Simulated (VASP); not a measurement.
Set up this calculation in VASP 6.6.1, as the native input.

* Task: relaxation of cell and atoms
* Functional: PBEsol
* Potentials or basis: VASP PAW PBE potentials, release 64 (In_d, As)
* Cutoff: 600 eV
* k mesh: 10 × 10 × 10
* Occupations: gaussian, width 0.03 eV
* Spin: no spin polarisation
* Further INCAR settings: ALGO = Normal; EDIFF = 1e-07; IBRION = 2; EDIFFG = -0.005; NSW = 90; ISIF = 3

The structure of InAs lies in POSCAR:

```
InAs                                    
1.0
    0.0000000000      3.0454540627      3.0454540627
    3.0454540627      0.0000000000      3.0454540627
    3.0454540627      3.0454540627     -0.0000000000
  In              As            
     1     1
Direct
     0.0000000000000000    0.0000000000000000    0.0000000000000000
     0.2500000000000000    0.2500000000000000    0.2500000000000000
```

One way to write it, as run:

INCAR

```
SYSTEM = InAs
  ALGO = Normal
  EDIFF = 1E-7
  EDIFFG = -0.005
  ENCUT = 600
  GGA = PS
  IBRION = 2
  ISIF = 3
  ISMEAR = 0
  LASPH = .TRUE.
  LCHARG = .FALSE.
  LREAL = .FALSE.
  LWAVE = .FALSE.
  NELM = 80
  NSW = 90
  PREC = Accurate
  SIGMA = 0.03
```

KPOINTS

```
k-points
0
G
  10 10 10
  0 0 0
```

Potentials or basis: VASP PAW PBE potentials, release 64 (In_d, As).

The run is started by

```console
$ cat potpaw_PBE.64/In_d/POTCAR potpaw_PBE.64/As/POTCAR > POTCAR
$ mpirun -np 1 vasp_std > vasp.out
```

It gave:

* Pressure after relaxing: 0.0 GPa
* Band gap on the k mesh: none (metal or under the smearing width)

Caveat: the relaxation stopped at its first step, so nothing moved; the PAW data sets were made with another functional, which shifts forces and pressure a little; this crystal is a semiconductor, whose small gap the functional closes, so the metal is an error of the method.

Wall time 45 s on 1 thread of Intel(R) Xeon(R) Platinum 8488C (Sapphire Rapids) (shared host), peak memory 0.22 GiB.
